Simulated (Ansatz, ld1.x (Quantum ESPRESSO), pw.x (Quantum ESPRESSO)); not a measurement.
## From atom to crystal: RRKJ potential for silicon (Si)

ld1.x (Quantum ESPRESSO) 7.5 input, shortened:

```
&input
   title='Si', zed=14., rel=1, dft='PBE', iswitch=3,
   config='[Ne] 3s2 3p2 3d-2'
 /
 &inputp
   pseudotype=2, tm=.false., lloc=0,
   nlcc=.true.
 /
3
3P  2  1   2.00   0.00  1.60  1.60  0.0
3D  3  2  -2.00   0.30  1.75  1.75  0.0
3S  1  0   2.00   0.00  1.70  1.70  0.0
 &test
   configts(1)='3s2 3p2'
 /
```

Atomic tests: cutoffs needed: 18 Ry and 40 Ry (the cutoffs (Ry, on a coarse ladder) from which the occupation-weighted sum of valence levels, in a spherical-Bessel basis at the reference potential, stays within 10 and 1 mRy of its value at 400 Ry); ghost test: no extra level below or beside the all-electron valence levels (p, d, s, f tested) (spherical-Bessel basis up to 400 Ry, 20 bohr box); largest excitation error: +65 meV (all-electron minus pseudo) for 3s1 3p0, out of 7 test configurations.

Crystal test: fcc Si in pw.x 7.5, no spin, 15³ k-points, Fermi–Dirac smearing 0.01 Ry, cutoffs 50/200 Ry. The reference is all-electron LAPW (Ansatz 0.2.0) with the same functional, mesh and smearing; V0 and B0 come from Birch–Murnaghan fits to the pressures at five volumes. Errors are pseudo minus all-electron; Δ is the rms difference of the E(V) curves that follow from these fits, minima aligned, over ±6 % about the mean V0. Mesh and smearing are coarse, so the numbers serve the comparison and aren't converged zero-temperature values; the lattice is a test structure that the element need not adopt.

All-electron: a0 = 3.869 Å (V0 = 14.48 Å³/atom), B0 = 82.7 GPa.

Problem. How far does the potential miss the all-electron equation of state?

Solution. mean pressure error (GPa): -0.39; a0 (Å): 3.863; a0 error (%): -0.16; B0 error (%): +0.9; Δ (meV/atom): 1.2.

```csv
V (Å³/atom),P all-electron (GPa),P pseudo (GPa)
13.704,5.12,4.69
14.064,2.56,2.15
14.425,0.32,-0.08
14.786,-1.65,-2.04
15.146,-3.38,-3.72
```

Problem. At the middle volume, how do free energy and pressure move when the wave cutoff is lowered (ecutrho kept at four times it)?

Solution.

```tsv
cutoff (Ry)	shift of F (meV/atom)	shift of P (GPa)
22	+132.5	-0.05
30	+62.6	-1.85
40	+9.3	-0.36
```

The run at the middle volume (120 k-points, 6 iterations) took about 6.8 s on one core of a shared host (Neoverse-V1, 32 threads, 247 GiB, load 15).
